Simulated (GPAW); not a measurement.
MoS2, a slab with vacuum:

```
Mo S
1.0
     3.18413    0.00000    0.00000
    -1.59206    2.75753    0.00000
     0.00000    0.00000   17.33460
Mo S
1 2
Direct
  0.00000 0.00000 0.00000
  0.33333 0.66667 0.91051
  0.33333 0.66667 0.08949
```

Base run:

| Property | Result |
| --- | --- |
| Program | GPAW 26.7.0 |
| Functional | PBE |
| Potentials or basis | GPAW PAW data sets (gpaw-data 1.2.1) |
| Cutoff | 500 eV |
| Basis | pw |
| k mesh | 8 × 8 × 2 |
| Occupations | fermi-dirac, width 0.05 eV |
| Spin | no spin polarisation |

Its results: band gap on the k mesh 1.75 eV, indirect (least direct gap 1.96 eV); largest force 0.226 eV/Å.

The run is repeated on the same cell with these changes: functional from PBE to r2SCAN. What comes out?

Band gap on the k mesh 1.84 eV, indirect (least direct gap 2.08 eV); largest force 0.025 eV/Å.

Caveats: the cutoff is short for stress and forces, so pressures can be off by a GPa or more; the PAW data sets were made with another functional, which shifts forces and pressure a little (some runs).

A k mesh can miss the band edges.
